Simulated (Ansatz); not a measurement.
HfC:

```
CELL_PARAMETERS angstrom
-1.39667 2.49718 1.84734
1.39667 -2.49718 1.84734
1.39667 2.49718 -1.84734
ATOMIC_POSITIONS crystal
Hf 0.98471 0.98471 0.00000
C 0.67945 0.17945 0.50000
```

The cell was built by a generator and needn't be a form met in nature.

Program: Ansatz 0.2.0. Alike in all runs: task band structure; potentials or basis Ansatz PAW; cell as given; smearing fermi-dirac 0.05 eV.

**Question.** Order these runs on this cell by their pressure, lowest first.
A. level BLYP; spin off; k mesh 12 × 12 × 12; cutoff (eV) 420
B. level LDA; spin SOC, no magnetisation; k mesh 9 × 9 × 9; cutoff (eV) 420
C. level r2SCAN; spin off; k mesh 12 × 12 × 12; cutoff (eV) 500
D. level PBEsol; spin off; k mesh 12 × 12 × 12; cutoff (eV) 420

**Answer.** B (53.7 GPa), D (60.0 GPa), C (64.4 GPa), A (73.5 GPa).

Caveats: a pressure of tens of GPa on the cell as given is suspect, and the run, the potentials or the cell itself is likely at fault; the PAW data sets come from PBE, with cores solved anew for the run's functional, which leaves a small shift of forces and pressure.

Runs at the PBE level aren't shown here.
